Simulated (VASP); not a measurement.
# Cu (I4/mmm) in VASP: a series of runs

The runs below take Cu through relaxation of cell and atoms, with r2SCAN, TPSS, r2SCAN+rVV10.

All numbers are computed with VASP 6.6.1; they aren't measurements. Logs are shortened: lines on timing, memory, paths and dates and some standing lists are left out, and cuts for length are marked.

### Step 1. Starting point

Symmetry: I4/mmm, No. 139, tetragonal system. Conventional cell: a = 2.886 Å, b = 2.886 Å, c = 2.752 Å, α = 90.00°, β = 90.00°, γ = 90.00°. Cu (site symmetry 4/mmm) is surrounded by 10 Cu at 2.46 to 2.75 Å.

This isn't the form of Cu at room conditions, which is fcc.

### Step 2. Relaxation of cell and atoms, r2SCAN

Input file INCAR:

```
SYSTEM = Cu
ALGO = Normal
EDIFF = 1E-6
EDIFFG = -0.005
ENCUT = 600
IBRION = 2
ISIF = 3
ISMEAR = 1
LASPH = .True.
LCHARG = .False.
LMIXTAU = .True.
LREAL = .False.
LWAVE = .False.
METAGGA = R2SCAN
NELM = 60
NSW = 60
PREC = Accurate
SIGMA = 0.1
```

Input file KPOINTS:

```
k-points
0
Gamma
  13 13 13
  0 0 0
```

Input file POSCAR:

```
Cu
1.0
   -1.4427933200      1.4427933200      1.3760814500
    1.4427933200     -1.4427933200      1.3760814500
    1.4427933200      1.4427933200     -1.3760814500
Cu
1
Direct
    0.0000000000      0.0000000000      0.0000000000
```

Potentials or basis: VASP PAW PBE potentials, release 64 (Cu).

The run is started by

```bash
$ cat potpaw_PBE.64/Cu/POTCAR > POTCAR
$ mpirun -np 1 vasp_std > vasp.out
```

OUTCAR:

```text
SYSTEM = Cu
   EDIFF = 1E-6
   EDIFFG = -0.005
   ENCUT = 600
   IBRION = 2
   ISIF = 3
   ISMEAR = 1
   LASPH = .True.
   LREAL = .False.
   METAGGA = R2SCAN
   NELM = 60
   NSW = 60
   PREC = Accurate

 ion  position               nearest neighbor table
   1  0.000  0.000  0.000-

  LATTYP: Found a body centered tetragonal cell.
 ALAT       =     2.8855866400
 C/A-ratio  =     0.9537620052

  Lattice vectors:

 A1 = (  -1.4427933200,   1.4427933200,   1.3760814500)
 A2 = (   1.4427933200,  -1.4427933200,   1.3760814500)
 A3 = (   1.4427933200,   1.4427933200,  -1.3760814500)

Analysis of symmetry for initial positions (statically):
=====================================================================
 Subroutine PRICEL returns:
 Original cell was already a primitive cell.

 Routine SETGRP: Setting up the symmetry group for a
 body centered tetragonal supercell.

 Subroutine GETGRP returns: Found 16 space group operations
 (whereof 16 operations were pure point group operations)
 out of a pool of 16 trial point group operations.

The static configuration has the point symmetry D_4h.

Analysis of symmetry for dynamics (positions and initial velocities):
=====================================================================
 Subroutine PRICEL returns:
 Original cell was already a primitive cell.

 Routine SETGRP: Setting up the symmetry group for a
 body centered tetragonal supercell.

 Subroutine GETGRP returns: Found 16 space group operations
 (whereof 16 operations were pure point group operations)
 out of a pool of 16 trial point group operations.

The dynamic configuration has the point symmetry D_4h.

 Subroutine INISYM returns: Found 16 space group operations
 (whereof 16 operations are pure point group operations),
 and found     1 'primitive' translations

----------------------------------------------------------------------------------------

                                     Primitive cell

  volume of cell :      11.4581

  direct lattice vectors                    reciprocal lattice vectors
    -1.442793320  1.442793320  1.376081450     0.000000000  0.346549983  0.363350585
     1.442793320 -1.442793320  1.376081450     0.346549983  0.000000000  0.363350585
     1.442793320  1.442793320 -1.376081450     0.346549983  0.346549983  0.000000000

  length of vectors
     2.461078074  2.461078074  2.461078074     0.502116060  0.502116060  0.490095685

  position of ions in fractional coordinates (direct lattice)
     0.000000000  0.000000000  0.000000000

  ion indices of the primitive-cell ions
   primitive index   ion index
                 1           1

----------------------------------------------------------------------------------------

 KPOINTS: k-points

Automatic generation of k-mesh.
 Grid dimensions read from file:
 generate k-points for:   13   13   13

 Generating k-lattice:

  Cartesian coordinates                     Fractional coordinates (reciprocal lattice)
     0.000000000  0.026657691  0.027950045     0.076923077 -0.000000000  0.000000000
     0.026657691  0.000000000  0.027950045    -0.000000000  0.076923077  0.000000000
     0.026657691  0.026657691  0.000000000     0.000000000  0.000000000  0.076923077

  Length of vectors
     0.038624312  0.038624312  0.037699668

  Shift w.r.t. Gamma in fractional coordinates (k-lattice)
     0.000000000  0.000000000  0.000000000

 Subroutine IBZKPT returns following result:
 ===========================================

 Found    196 irreducible k-points:

 Following reciprocal coordinates:
            Coordinates               Weight
  0.000000  0.000000  0.000000      1.000000
  0.076923  0.000000  0.000000      8.000000
  0.153846  0.000000  0.000000      8.000000
  0.230769 -0.000000  0.000000      8.000000
  0.307692  0.000000  0.000000      8.000000
  0.384615 -0.000000  0.000000      8.000000
[... 16 lines left out ...]
  0.384615  0.153846  0.000000     16.000000
  0.461538  0.153846  0.000000     16.000000
 [... further k-points ...]
   k-points           NKPTS =    196   k-points in BZ     NKDIM =    196   number of bands    NBANDS=      9
   number of dos      NEDOS =    301   number of ions     NIONS =      1
   total plane-waves  NPLWV =   8000
   dimension x,y,z NGX =    20 NGY =   20 NGZ =   20
   dimension x,y,z NGXF=    40 NGYF=   40 NGZF=   40
   ions per type =               1
   NGX,Y,Z   is equivalent  to a cutoff of  13.51, 13.51, 13.51 a.u.
   NGXF,Y,Z  is equivalent  to a cutoff of  27.02, 27.02, 27.02 a.u.
 SYSTEM =  Cu
   PREC   = accura    normal or accurate (medium, high low for compatibility)
   ISTART =      0    job   : 0-new  1-cont  2-samecut
   ICHARG =      2    charge: 1-file 2-atom 10-const
   ISPIN  =      1    spin polarized calculation?
   LNONCOLLINEAR =      F non collinear calculations
   LSORBIT =      F    spin-orbit coupling
   LASPH  =      T    aspherical Exc in radial PAW
   ENCUT  =  600.0 eV  44.10 Ry    6.64 a.u.   4.92  4.92  4.92*2*pi/ulx,y,z
   NELM   =     60;   NELMIN=  2; NELMDL= -5     # of ELM steps
   EDIFF  = 0.1E-05   stopping-criterion for ELM
   LREAL  =      F    real-space projection
   EDIFFG = -.5E-02   stopping-criterion for IOM
   NSW    =     60    number of steps for IOM
   IBRION =      2    ionic relax: 0-MD 1-quasi-New 2-CG
   NFREE  =      1    steps in history (QN), initial steepest desc. (CG)
   ISIF   =      3    stress and relaxation
   ISYM   =      2    0-nonsym 1-usesym 2-fastsym
   POTIM  = 0.5000    time-step for ionic-motion
   TEBEG  =    0.0;   TEEND  =   0.0 temperature during run
   PSTRESS=    0.0 pullay stress
   NELECT =      11.0000    total number of electrons
   NUPDOWN=      -1.0000    fix difference up-down
   EMIN   =  10.00;   EMAX   =-10.00  energy-range for DOS
   EFERMI =   0.00;   METHOD = LEGACY
   ISMEAR =     1;   SIGMA  =   0.10  broadening in eV -4-tet -1-fermi 0-gaus
   EFERMI_NEDOS =   21; number of points for ismear=-14 and -15
   IALGO  =     38    algorithm
   IMIX   =      4    mixing-type and parameters
     AMIX     =   0.40;   BMIX     =  1.00
     AMIX_MAG =   1.60;   BMIX_MAG =  1.00
  volume/ion in A,a.u.               =      11.46        77.32
  Fermi-wavevector in a.u.,A,eV,Ry     =   1.614984  3.051878 35.486359  2.608174
  Thomas-Fermi vector in A             =   2.709805
   LORBIT       =      0    0 simple, 1 ext, 2 COOP (PROOUT), +10 PAW based schemes
   METAGGA = R2SCAN    functional components
   LHFCALC =     F    Hartree Fock is set to
   AEXX    =    0.0000 exact exchange contribution
   IVDW    =     0    specifies the selected vdW correction
   LEPSILON=     F    determine dielectric tensor
   LRPA    =     F    only Hartree local field effects (RPA)
 conjugate gradient relaxation of ions
 non-spin polarized calculation
 Methfessel and Paxton  Order N= 1 SIGMA  =   0.10
  energy-cutoff  :      600.00
  volume of cell :       11.46
 maximum number of plane-waves:       400
   NGX =  9   NGY =  9   NGZ =  9

--------------------------------------- Ionic step        1  -------------------------------------------

 number of electron      11.0000000 magnetization

 Free energy of the ion-electron system (eV)
  ---------------------------------------------------
  ext. energy  EPLUGINS =         0.00000000
  ---------------------------------------------------
  free energy    TOTEN  =       -10.79612668 eV

  energy without entropy =      -10.79589099  energy(sigma->0) =      -10.79604811

------------------------ aborting loop because EDIFF is reached ----------------------------------------

  FORCE on cell =-STRESS in cart. coord.  units (eV):
  Direction    XX          YY          ZZ          XY          YZ          ZX
  --------------------------------------------------------------------------------------
  -------------------------------------------------------------------------------------
  Total        0.0885685      0.0885685      0.0926659      0.0000000      0.0000000      0.0000000
  in kB       12.3844767     12.3844767     12.9574095      0.0000000      0.0000000      0.0000000
  external PRESSURE =      12.5754543 kB  Pullay stress =       0.0000000 kB

 VOLUME and BASIS-vectors are now :
 -----------------------------------------------------------------------------
  energy-cutoff  :      600.00
  volume of cell :       11.46
      direct lattice vectors                 reciprocal lattice vectors
    -1.442793320  1.442793320  1.376081450     0.000000000  0.346549983  0.363350585
     1.442793320 -1.442793320  1.376081450     0.346549983  0.000000000  0.363350585
     1.442793320  1.442793320 -1.376081450     0.346549983  0.346549983  0.000000000
[... 71 lines left out ...]
 POSITION                                       TOTAL-FORCE (eV/Angst)
 -----------------------------------------------------------------------------------
      0.00000     -0.00000      0.00000         0.000000     -0.000000      0.000000
 -----------------------------------------------------------------------------------
    total drift:                                0.000000     -0.000000      0.000000

  FREE ENERGIE OF THE ION-ELECTRON SYSTEM (eV)
  ---------------------------------------------------
  free  energy   TOTEN  =       -10.7963686581 eV

  energy  without entropy=      -10.7961131130  energy(sigma->0) =      -10.79628348

--------------------------------------- Ionic step        4  -------------------------------------------

 number of electron      10.9999998 magnetization

 Free energy of the ion-electron system (eV)
  ---------------------------------------------------
  ext. energy  EPLUGINS =         0.00000000
  ---------------------------------------------------
  free energy    TOTEN  =       -10.79636978 eV

  energy without entropy =      -10.79611554  energy(sigma->0) =      -10.79628503

 E-fermi :   7.6373     XC(G=0): -13.9080

 val. band max:        7.6343060532   @ k =  -0.0769  -0.4615   0.0769
 cond. band min:       7.6507395973   @ k =  -0.2308   0.4615   0.0769
 fundamental gap:      0.0164335440
 Fermi energy:         7.6372547945

 k-point     1 :       0.0000    0.0000    0.0000
  band No.  band energies     occupation
      1      -2.1588      2.00000
      2       4.2870      2.00000
      3       4.4802      2.00000
      4       4.4803      2.00000
      5       5.3441      2.00000
      6       5.5458      2.00000
      7      33.4788      0.00000
      8      33.4788      0.00000
      9      34.7877      0.00000

 k-point     2 :       0.0769    0.0000    0.0000
  band No.  band energies     occupation
      1      -1.9139      2.00000
      2       4.2916      2.00000
      3       4.4730      2.00000
      4       4.5200      2.00000
      5       5.3441      2.00000
      6       5.5126      2.00000
      7      31.8545      0.00000
      8      32.8686      0.00000
      9      33.2252      0.00000
[... 253 lines left out ...]
 k-point    24 :       0.4615    0.1538    0.0000
  band No.  band energies     occupation
      1       2.7281      2.00000
      2       3.6494      2.00000
      3       4.7681      2.00000
      4       5.4306      2.00000
      5       5.7783      2.00000
      6       8.6115     -0.00000
      7      13.4847      0.00000
      8      20.4472      0.00000
      9      25.8119      0.00000

 [... further k-points ...]

------------------------ aborting loop because EDIFF is reached ----------------------------------------

  FORCE on cell =-STRESS in cart. coord.  units (eV):
  Direction    XX          YY          ZZ          XY          YZ          ZX
  --------------------------------------------------------------------------------------
  -------------------------------------------------------------------------------------
  Total        0.0045996      0.0045996      0.0040602      0.0000000     -0.0000000      0.0000000
  in kB        0.6390527      0.6390527      0.5641129      0.0000000     -0.0000000      0.0000000
  external PRESSURE =       0.6140727 kB  Pullay stress =       0.0000000 kB

 VOLUME and BASIS-vectors are now :
 -----------------------------------------------------------------------------
  energy-cutoff  :      600.00
  volume of cell :       11.53
      direct lattice vectors                 reciprocal lattice vectors
    -1.445826179  1.445826179  1.379107895     0.000000000  0.345823037  0.362553214
     1.445826179 -1.445826179  1.379107895     0.345823037  0.000000000  0.362553214
     1.445826179  1.445826179 -1.379107895     0.345823037  0.345823037  0.000000000

 POSITION                                       TOTAL-FORCE (eV/Angst)
 -----------------------------------------------------------------------------------
      0.00000     -0.00000      0.00000         0.000000     -0.000000      0.000000
 -----------------------------------------------------------------------------------
    total drift:                                0.000000     -0.000000      0.000000

  FREE ENERGIE OF THE ION-ELECTRON SYSTEM (eV)
  ---------------------------------------------------
  free  energy   TOTEN  =       -10.7963697750 eV

  energy  without entropy=      -10.7961155372  energy(sigma->0) =      -10.79628503

 reached required accuracy - stopping structural energy minimisation
```

Run time: 98 s. Hardware: 1 thread of Intel Xeon 6975P-C (Granite Rapids), shared host; peak memory 0.15 GiB.

Results:

| Property | Result |
| --- | --- |
| Free energy | -10.7964 eV |
| Relaxed volume | 11.53 Å³/atom |
| Relaxed cell | a = 2.466 Å, b = 2.466 Å, c = 2.466 Å, α = 108.22°, β = 108.22°, γ = 112.00° |
| Space group after relaxing (to 0.05 Å) | I4/mmm (No. 139) |
| Energy gained by relaxing | 0.2 meV/atom |
| Ionic steps | 4 |
| Pressure after relaxing | 0.1 GPa |
| Band gap on the k mesh | none (metal or under the smearing width) |

Step by step:
```csv
step,energy change (eV),largest force (eV/Å),pressure (GPa),volume (Å³)
1,0.0000,0.0000,1.26,11.46
2,0.0000,0.0000,-1.58,11.61
3,-0.0002,0.0000,-0.11,11.54
4,-0.0002,0.0000,0.06,11.53
```

Final structure:
```
CELL_PARAMETERS angstrom
-1.44583 1.44583 1.37911
1.44583 -1.44583 1.37911
1.44583 1.44583 -1.37911
ATOMIC_POSITIONS crystal
Cu 0.00000 0.00000 0.00000
```

Caveat: the PAW data sets were made with another functional, which shifts forces and pressure a little.

### Step 3. Relaxation of cell and atoms, TPSS

Input file INCAR:

```
PREC     = Accurate       # precision mode
ENCUT    = 600            # plane-wave cutoff, eV
EDIFF    = 1E-6           # SCF threshold, eV
ISMEAR   = 1              # smearing method
SIGMA    = 0.1            # smearing width, eV
LREAL    = False          # projectors in reciprocal space
LASPH    = True           # aspherical terms in the spheres
NELM     = 60             # most SCF steps
ALGO     = Normal         # electronic algorithm
ISIF     = 3              # what is computed and relaxed
LWAVE    = False          # write WAVECAR
LCHARG   = False          # write CHGCAR
METAGGA  = TPSS           # meta-GGA
LMIXTAU  = True         
IBRION   = 2              # ionic algorithm
NSW      = 40             # ionic steps
EDIFFG   = -0.02          # ionic threshold
```

Input file KPOINTS:

```
Automatic mesh
0
Gamma
  13 13 13
```

POSCAR is that of step 2.

Potentials or basis: VASP PAW PBE potentials, release 64 (Cu).

The run is started by

```bash
$ cat potpaw_PBE.64/Cu/POTCAR > POTCAR
$ mpirun -np 1 vasp_std > vasp.out
```

Wall time 2.6 min (1 thread of Intel Xeon 6975P-C (Granite Rapids), shared host); peak memory 0.15 GiB.

The run converged. Its results:

```yaml
Free_energy: -11.6097 eV
Relaxed_volume: 11.59 Å³/atom
Relaxed_cell: a = 2.470 Å, b = 2.470 Å, c = 2.470 Å, α = 108.22°, β = 108.22°, γ = 112.01°
Space_group_after_relaxing_to_0.05_Å: I4/mmm (No. 139)
Energy_gained_by_relaxing: 0.8 meV/atom
Ionic_steps: 7
Pressure_after_relaxing: 0.2 GPa
Band_gap_on_the_k_mesh: none (metal or under the smearing width)
```

Stress tensor (GPa, compression positive):
```
0.22 0.00 0.00
0.00 0.22 0.00
0.00 0.00 0.13
```

The path:
| step | energy change (eV) | largest force (eV/Å) | pressure (GPa) | volume (Å³) |
| --- | --- | --- | --- | --- |
| 1 | 0.0000 | 0.0000 | 1.97 | 11.46 |
| 2 | -0.0004 | 0.0000 | -1.10 | 11.69 |
| 3 | -0.0008 | 0.0000 | -0.44 | 11.59 |
| 4 | -0.0008 | 0.0000 | 0.31 | 11.57 |
| 5 | -0.0008 | 0.0000 | 0.52 | 11.58 |
| 6 | -0.0008 | 0.0000 | 0.35 | 11.58 |
| 7 | -0.0008 | 0.0000 | 0.19 | 11.59 |

Final structure:
```cif
data_structure
_symmetry_space_group_name_H-M 'P 1'
_symmetry_Int_Tables_number 1
_cell_length_a 2.4703
_cell_length_b 2.4703
_cell_length_c 2.4703
_cell_angle_alpha 108.219
_cell_angle_beta 108.219
_cell_angle_gamma 112.006
_cell_volume 11.59
loop_
_atom_site_label
_atom_site_type_symbol
_atom_site_fract_x
_atom_site_fract_y
_atom_site_fract_z
_atom_site_occupancy
Cu1 Cu 0.00000 0.00000 0.00000 1
```

Levels at points of the mesh, in eV from the Fermi level:
```
           k point  band 4  band 5  band 6  band 7  band 8  band 9
(0.00, 0.00, 0.00)   -3.05   -2.21   -2.01   24.62   24.62   25.83
```

Caveat: the PAW data sets were made with another functional, which shifts forces and pressure a little.

### Step 4. Relaxation of cell and atoms, r2SCAN+rVV10

Input file INCAR:

```
ALGO = Normal
BPARAM = 11.95
CPARAM = 0.0093
EDIFF = 1E-6
EDIFFG = -0.01
ENCUT = 600
IBRION = 2
ISIF = 3
ISMEAR = 1
IVDW_NL = 2
LASPH = True
LCHARG = False
LMIXTAU = True
LREAL = False
LUSE_VDW = True
LWAVE = False
METAGGA = R2SCAN
NELM = 60
NSW = 40
PREC = Accurate
SIGMA = 0.1
```

Input file KPOINTS:

```
k-points
0
Gamma
  13 13 13
```

POSCAR is that of step 3.

The run is started by

```bash
$ cat potpaw_PBE.64/Cu/POTCAR > POTCAR
$ mpirun -np 1 vasp_std > vasp.out
```

It took 1.8 min on 1 thread of Intel Xeon 6975P-C (Granite Rapids), shared host; peak memory 0.2 GiB.

Results (log left out):

```yaml
Free_energy: -10.5063 eV
Relaxed_volume: 11.41 Å³/atom
Relaxed_cell: a = 2.458 Å, b = 2.458 Å, c = 2.458 Å, α = 108.22°, β = 108.22°, γ = 111.99°
Space_group_after_relaxing_to_0.05_Å: I4/mmm (No. 139)
Energy_gained_by_relaxing: 0.1 meV/atom
Ionic_steps: 4
Pressure_after_relaxing: 0.0 GPa
Band_gap_on_the_k_mesh: none (metal or under the smearing width)
```

Stress tensor (GPa, compression positive):
```
-0.01  0.00  0.00
 0.00 -0.01  0.00
 0.00  0.00  0.13
```

The path:
```csv
step,energy change (eV),largest force (eV/Å),pressure (GPa),volume (Å³)
1,0.0000,0.0000,-0.55,11.46
2,-0.0001,0.0000,0.11,11.39
3,-0.0001,0.0000,0.13,11.40
4,-0.0001,0.0000,0.03,11.41
```

Final structure:
```
Cu
1.0
    -1.44065    1.44065    1.37440
     1.44065   -1.44065    1.37440
     1.44065    1.44065   -1.37440
Cu
1
Direct
  0.00000 0.00000 0.00000
```

Levels at points of the mesh, in eV from the Fermi level:
```
           k point  band 2  band 3  band 4  band 5  band 6  band 7  band 8  band 9
(0.00, 0.00, 0.00)   -3.38   -3.18   -3.18   -2.30   -2.10   25.94   25.94   27.25
```

Caveat: the PAW data sets were made with another functional, which shifts forces and pressure a little.

### Step 5. For comparison

An earlier run on the cell as given: functional PBE; potentials or basis VASP PAW PBE potentials, release 64 (Cu); cutoff 520 eV; k mesh 13 × 13 × 13; occupations fermi-dirac, width 0.05 eV; no spin polarisation.

- Pressure: 7.9 GPa
- Band gap on the k mesh: none (metal or under the smearing width)

### Step 6. Summary

| task | level | cell | cutoff (eV) | smearing | gap on the mesh (eV) | pressure (GPa) | relaxed volume (Å³/atom) |
| --- | --- | --- | --- | --- | --- | --- | --- |
| relaxation of cell and atoms | r2SCAN | relaxed | 600 | methfessel-paxton 0.1 eV | none | 0.1 | 11.53 |
| relaxation of cell and atoms | TPSS | relaxed | 600 | methfessel-paxton 0.1 eV | none | 0.2 | 11.59 |
| relaxation of cell and atoms | r2SCAN+rVV10 | relaxed | 600 | methfessel-paxton 0.1 eV | none | 0.0 | 11.41 |
| single point | PBE | as given | 520 | fermi-dirac 0.05 eV | none | 7.9 | - |

Alike in all rows: potentials or basis VASP PAW PBE potentials, release 64 (Cu); no spin polarisation; k mesh 13 × 13 × 13.

Caveats: the PAW data sets were made with another functional, which shifts forces and pressure a little (some runs).

Total energies depend on the potentials used, so only differences within one code and one set of settings carry meaning.
